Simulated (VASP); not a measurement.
# BaTe (Fm-3m) in VASP: a series of runs, part 2 of 2

VASP 6.6.1. The steps go on from the part before.

## 3. Single point, PBEsol

Input file INCAR:

```
  PREC = Accurate
  ENCUT = 520
  EDIFF = 1E-7
  ISMEAR = -1
  SIGMA = 0.1
  LREAL = False
  LASPH = True
  NELM = 80
  ALGO = Normal
  ISIF = 2
  LWAVE = False
  LCHARG = True
  GGA = PS
  LELF = True
  LVHAR = True
  NBANDS = 15
```

Input file KPOINTS:

```
Automatic mesh
0
Gamma
  5 5 5
```

Input file POSCAR:

```
BaTe
1.0
    0.0000000000      3.4943970000      3.4943970000
    3.4943970000      0.0000000000      3.4943970000
    3.4943970000      3.4943970000      0.0000000000
Ba Te
1 1
Direct
    0.0000000000      0.0000000000      0.0000000000
    0.5000000000      0.5000000000      0.5000000000
```

Potentials or basis: VASP PAW PBE potentials, release 64 (Ba_sv, Te).

On the command line:

```console
$ cat potpaw_PBE.64/Ba_sv/POTCAR potpaw_PBE.64/Te/POTCAR > POTCAR
$ mpirun -np 1 vasp_std > vasp.out
```

OUTCAR:

```text
PREC = Accurate
   ENCUT = 520
   EDIFF = 1E-7
   ISMEAR = -1
   LREAL = False
   LASPH = True
   NELM = 80
   ISIF = 2
   GGA = PS

 ion  position               nearest neighbor table
   1  0.000  0.000  0.000-   2 3.49   2 3.49   2 3.49   2 3.49   2 3.49   2 3.49
   2  0.500  0.500  0.500-   1 3.49   1 3.49   1 3.49   1 3.49   1 3.49   1 3.49

  LATTYP: Found a face centered cubic cell.
 ALAT       =     6.9887940000

  Lattice vectors:

 A1 = (   0.0000000000,   3.4943970000,   3.4943970000)
 A2 = (   3.4943970000,   0.0000000000,   3.4943970000)
 A3 = (   3.4943970000,   3.4943970000,   0.0000000000)

Analysis of symmetry for initial positions (statically):
=====================================================================
 Subroutine PRICEL returns:
 Original cell was already a primitive cell.

 Routine SETGRP: Setting up the symmetry group for a
 face centered cubic supercell.

 Subroutine GETGRP returns: Found 48 space group operations
 (whereof 48 operations were pure point group operations)
 out of a pool of 48 trial point group operations.

The static configuration has the point symmetry O_h .

Analysis of symmetry for dynamics (positions and initial velocities):
=====================================================================
 Subroutine PRICEL returns:
 Original cell was already a primitive cell.

 Routine SETGRP: Setting up the symmetry group for a
 face centered cubic supercell.

 Subroutine GETGRP returns: Found 48 space group operations
 (whereof 48 operations were pure point group operations)
 out of a pool of 48 trial point group operations.

The dynamic configuration has the point symmetry O_h .

 Subroutine INISYM returns: Found 48 space group operations
 (whereof 48 operations are pure point group operations),
 and found     1 'primitive' translations

----------------------------------------------------------------------------------------

                                     Primitive cell

  volume of cell :      85.3388

  direct lattice vectors                    reciprocal lattice vectors
     0.000000000  3.494397000  3.494397000    -0.143086203  0.143086203  0.143086203
     3.494397000  0.000000000  3.494397000     0.143086203 -0.143086203  0.143086203
     3.494397000  3.494397000  0.000000000     0.143086203  0.143086203 -0.143086203

  length of vectors
     4.941823630  4.941823630  4.941823630     0.247832574  0.247832574  0.247832574

  position of ions in fractional coordinates (direct lattice)
     0.000000000  0.000000000  0.000000000
     0.500000000  0.500000000  0.500000000

  ion indices of the primitive-cell ions
   primitive index   ion index
                 1           1
                 2           2

----------------------------------------------------------------------------------------

 KPOINTS: Automatic mesh

Automatic generation of k-mesh.
 Grid dimensions read from file:
 generate k-points for:    5    5    5

 Generating k-lattice:

  Cartesian coordinates                     Fractional coordinates (reciprocal lattice)
    -0.028617241  0.028617241  0.028617241     0.200000000  0.000000000  0.000000000
[... 26 lines left out ...]
   k-points           NKPTS =     10   k-points in BZ     NKDIM =     10   number of bands    NBANDS=     15
   number of dos      NEDOS =    301   number of ions     NIONS =      2
   total plane-waves  NPLWV =  64000
   dimension x,y,z NGX =    40 NGY =   40 NGZ =   40
   dimension x,y,z NGXF=    80 NGYF=   80 NGZF=   80
   ions per type =               1   1
   NGX,Y,Z   is equivalent  to a cutoff of  13.46, 13.46, 13.46 a.u.
   NGXF,Y,Z  is equivalent  to a cutoff of  26.91, 26.91, 26.91 a.u.
 SYSTEM =  unknown system
   PREC   = accura    normal or accurate (medium, high low for compatibility)
   ISTART =      0    job   : 0-new  1-cont  2-samecut
   ICHARG =      2    charge: 1-file 2-atom 10-const
   ISPIN  =      1    spin polarized calculation?
   LNONCOLLINEAR =      F non collinear calculations
   LSORBIT =      F    spin-orbit coupling
   LASPH  =      T    aspherical Exc in radial PAW
   ENCUT  =  520.0 eV  38.22 Ry    6.18 a.u.   9.19  9.19  9.19*2*pi/ulx,y,z
   NELM   =     80;   NELMIN=  2; NELMDL= -5     # of ELM steps
   EDIFF  = 0.1E-06   stopping-criterion for ELM
   LREAL  =      F    real-space projection
   EDIFFG = 0.1E-05   stopping-criterion for IOM
   NSW    =      0    number of steps for IOM
   IBRION =     -1    ionic relax: 0-MD 1-quasi-New 2-CG
   NFREE  =      0    steps in history (QN), initial steepest desc. (CG)
   ISIF   =      2    stress and relaxation
   ISYM   =      2    0-nonsym 1-usesym 2-fastsym
   POTIM  = 0.5000    time-step for ionic-motion
   TEBEG  =    0.0;   TEEND  =   0.0 temperature during run
   PSTRESS=    0.0 pullay stress
   NELECT =      16.0000    total number of electrons
   NUPDOWN=      -1.0000    fix difference up-down
   EMIN   =  10.00;   EMAX   =-10.00  energy-range for DOS
   EFERMI =   0.00;   METHOD = LEGACY
   ISMEAR =    -1;   SIGMA  =   0.10  broadening in eV -4-tet -1-fermi 0-gaus
   EFERMI_NEDOS =   21; number of points for ismear=-14 and -15
   IALGO  =     38    algorithm
   IMIX   =      4    mixing-type and parameters
     AMIX     =   0.40;   BMIX     =  1.00
     AMIX_MAG =   1.60;   BMIX_MAG =  1.00
  volume/ion in A,a.u.               =      42.67       287.95
  Fermi-wavevector in a.u.,A,eV,Ry     =   0.936985  1.770645 11.945108  0.877941
  Thomas-Fermi vector in A             =   2.064050
   LORBIT       =      0    0 simple, 1 ext, 2 COOP (PROOUT), +10 PAW based schemes
   GGA     = PS    functional components
   LHFCALC =     F    Hartree Fock is set to
   AEXX    =    0.0000 exact exchange contribution
   IVDW    =     0    specifies the selected vdW correction
   LEPSILON=     F    determine dielectric tensor
   LRPA    =     F    only Hartree local field effects (RPA)
 non-spin polarized calculation
  energy-cutoff  :      520.00
  volume of cell :       85.34
 maximum number of plane-waves:      2313
 NGX is ok and might be reduce to    40
   NGX = 19   NGY = 19   NGZ = 19

 number of electron      15.9999999 magnetization

 Free energy of the ion-electron system (eV)
  ---------------------------------------------------
  ext. energy  EPLUGINS =         0.00000000
  ---------------------------------------------------
  free energy    TOTEN  =        -9.18889599 eV

  energy without entropy =       -9.18881892  energy(sigma->0) =       -9.18885746

 E-fermi :   2.9264     XC(G=0):  -8.4290

 val. band max:        2.1862316830   @ k =   0.0000   0.0000   0.0000
 cond. band min:       3.6992361551   @ k =   0.4000   0.4000   0.0000
 fundamental gap:      1.5130044721
 Fermi energy:         2.9263920041

 k-point     1 :       0.0000    0.0000    0.0000
  band No.  band energies     occupation
      1     -24.7861      2.00000
      2      -9.9250      2.00000
      3      -9.9250      2.00000
      4      -9.9250      2.00000
      5      -7.4032      2.00000
      6       2.1862      1.99878
      7       2.1862      1.99878
      8       2.1862      1.99878
      9       4.9566      0.00000
     10       5.0463      0.00000
     11       5.0463      0.00000
     12       5.0463      0.00000
     13       5.6967      0.00000
     14       5.6967      0.00000
[... 149 lines left out ...]
      2     -10.1789      2.00000
      3     -10.0486      2.00000
      4     -10.0050      2.00000
      5      -6.9418      2.00000
      6       0.6739      2.00000
      7       1.1743      2.00000
      8       1.3408      2.00000
      9       5.1081      0.00000
     10       6.3639      0.00000
     11       6.8468      0.00000
     12       7.6823      0.00000
     13       7.9134      0.00000
     14       9.0540      0.00000
     15      10.1381      0.00000

------------------------ aborting loop because EDIFF is reached ----------------------------------------

  FORCE on cell =-STRESS in cart. coord.  units (eV):
  Direction    XX          YY          ZZ          XY          YZ          ZX
  --------------------------------------------------------------------------------------
  -------------------------------------------------------------------------------------
  Total       -0.1314717     -0.1314717     -0.1314717      0.0000000     -0.0000000      0.0000000
  in kB       -2.4682904     -2.4682904     -2.4682904      0.0000000     -0.0000000      0.0000000
  external PRESSURE =      -2.4682904 kB  Pullay stress =       0.0000000 kB

 VOLUME and BASIS-vectors are now :
 -----------------------------------------------------------------------------
  energy-cutoff  :      520.00
  volume of cell :       85.34
      direct lattice vectors                 reciprocal lattice vectors
     0.000000000  3.494397000  3.494397000    -0.143086203  0.143086203  0.143086203
     3.494397000  0.000000000  3.494397000     0.143086203 -0.143086203  0.143086203
     3.494397000  3.494397000  0.000000000     0.143086203  0.143086203 -0.143086203

 POSITION                                       TOTAL-FORCE (eV/Angst)
 -----------------------------------------------------------------------------------
      0.00000      0.00000      0.00000         0.000000     -0.000000      0.000000
      3.49440      3.49440      3.49440        -0.000000      0.000000     -0.000000
 -----------------------------------------------------------------------------------
    total drift:                                0.000000     -0.000000     -0.000000

  FREE ENERGIE OF THE ION-ELECTRON SYSTEM (eV)
  ---------------------------------------------------
  free  energy   TOTEN  =        -9.1888959930 eV

  energy  without entropy=       -9.1888189239  energy(sigma->0) =       -9.18885746
```

Wall time 22 s (1 thread of Intel Xeon Platinum 8488C (Sapphire Rapids), shared host); peak memory 0.23 GiB.

Results:

| Quantity | Value |
| --- | --- |
| Free energy | -9.1889 eV |
| Pressure | -0.2 GPa |
| Band gap on the k mesh | 1.51 eV, indirect (least direct gap 1.90 eV) |

Levels at points of the mesh, in eV from the valence-band top:
```
           k point  band 4  band 5  band 6  band 7  band 8  band 9  band 10  band 11  band 12  band 13
(0.00, 0.00, 0.00)  -12.11   -9.59    0.00    0.00    0.00    2.77     2.86     2.86     2.86     3.51
```

Caveat: the PAW data sets were made with another functional, which shifts forces and pressure a little; spin-orbit coupling is left out, which moves the levels of the heavy elements; an odd mesh through Γ misses points on the zone boundary, where band edges often lie.

## 4. Single point, PBEsol

Input file INCAR:

```
ALGO = Normal
EDIFF = 1E-6
ENCUT = 520
GGA = PS
ISIF = 2
ISMEAR = -1
LASPH = T
LCHARG = T
LELF = T
LREAL = F
LVHAR = T
LWAVE = F
NBANDS = 15
NELM = 60
PREC = Accurate
SIGMA = 0.1
```

Input file KPOINTS:

```
k-points
0
Gamma
  5 5 5
```

POSCAR is that of step 3.

On the command line:

```console
$ cat potpaw_PBE.64/Ba_sv/POTCAR potpaw_PBE.64/Te/POTCAR > POTCAR
$ mpirun -np 1 vasp_std > vasp.out
```

It took 21 s on 1 thread of Intel Xeon Platinum 8488C (Sapphire Rapids), shared host; peak memory 0.23 GiB.

The run converged. Its results:

```yaml
Free_energy: -9.1889 eV
Pressure: -0.2 GPa
Band_gap_on_the_k_mesh: 1.51 eV, indirect (least direct gap 1.90 eV)
```

Levels at points of the mesh, in eV from the valence-band top:
```csv
k point,band 5,band 6,band 7,band 8,band 9,band 10,band 11,band 12
"(0.00, 0.00, 0.00)",-9.59,0.00,0.00,0.00,2.77,2.86,2.86,2.86
```

Caveat: the PAW data sets were made with another functional, which shifts forces and pressure a little; spin-orbit coupling is left out, which moves the levels of the heavy elements; an odd mesh through Γ misses points on the zone boundary, where band edges often lie. Expect the measured gap to be larger: semilocal functionals such as PBEsol lack the derivative discontinuity.
